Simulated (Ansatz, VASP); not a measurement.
# Two plane-wave programs on Cu5Ni

```
CELL_PARAMETERS angstrom
2.55754 0.00000 0.00000
0.00000 2.55754 0.00000
0.00000 0.00000 10.76406
ATOMIC_POSITIONS crystal
Cu 0.50000 0.50000 0.83784
Cu 0.00000 0.00000 0.66895
Cu 0.50000 0.50000 0.50000
Cu 0.00000 0.00000 0.33105
Cu 0.50000 0.50000 0.16216
Ni 0.00000 0.00000 0.00000
```

Alike in both runs: task single point; functional PBE; k mesh 6 × 6 × 2; occupations gaussian, width 0.1 eV; no spin polarisation.

|  | VASP | Ansatz |
| --- | --- | --- |
| version | VASP 6.6.1 | Ansatz 0.2.0 |
| potentials or method | VASP PAW PBE potentials, release 64 (Cu, Ni) | scalar-relativistic, plane waves, PAW |
| plane-wave cutoff (eV) | 520 | 420 |
| valence electrons in the cell | 65 | 113 |

```tsv
	VASP	Ansatz	Ansatz less VASP
gap on the k mesh at the Fermi level (eV)	none	none	-
pressure (GPa)	0.4	-0.1	-0.45
largest component of the traceless stress (GPa)	0.69	0.62	-0.069
rms of the force components (eV/Å)	0.018	0.015	-0.0030
```

Atom by atom the forces differ by 0.003 eV/Å (rms over components). A gap of «none» marks a metal or a gap that the smearing closes. The two sets of potentials don't hold the same shells in valence.

Caveats: the k mesh is coarse (spacing up to 0.41 Å⁻¹), so the values aren't converged. Spin polarisation is off, so any magnetic state and its effect on volume and gap are missing.
